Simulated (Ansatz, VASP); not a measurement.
## Two plane-wave programs on TaSi2

```
Ta Si
1.0
     2.94880   -0.13681    0.00105
    -0.24154    5.32289    0.00148
    -0.00036   -0.00136    6.31493
Ta Si
2 4
Direct
  0.48584 0.16367 0.50015
  0.98617 0.66370 0.49985
  0.00584 0.33467 0.18500
  0.50818 0.83498 0.18492
  0.00724 0.33507 0.81511
  0.50673 0.83457 0.81497
```

Change from the starting cell: cell x2, atoms moved at random (sigma 0.05 Å) and cell strained at random (1.5 %), then relaxed without symmetry.

Alike in both runs: functional PBE; k mesh 8 × 4 × 4; occupations gaussian, width 0.2 eV; no spin polarisation.

Ansatz relaxed the structure, and its values are those at the end. VASP's run is a single point on that final structure, the one shown.

|  | VASP | Ansatz |
| --- | --- | --- |
| version | VASP 6.6.1 | Ansatz 0.2.0 |
| potentials or method | VASP PAW PBE potentials, release 64 (Ta_pv, Si) | scalar-relativistic, plane waves, PAW |
| plane-wave cutoff (eV) | 520 | 420 |
| valence electrons in the cell | 38 | 42 |

VASP gave:

| Property | Result |
| --- | --- |
| gap on the k mesh at the Fermi level (eV) | none |
| pressure (GPa) | 0.0 |
| rms of the force components (eV/Å) | 0.008 |

**Question.** What did Ansatz give for the same quantities?

**Answer.** gap on the k mesh at the Fermi level (eV): none; pressure (GPa): 0.0; rms of the force components (eV/Å): 0.003.

A gap of «none» marks a metal or a gap that the smearing closes. The functional is the same, so the differences come from potentials, cutoffs and numerics. The two sets of potentials don't hold the same shells in valence.

Spin-orbit coupling is left out, which matters for the levels of Ta.
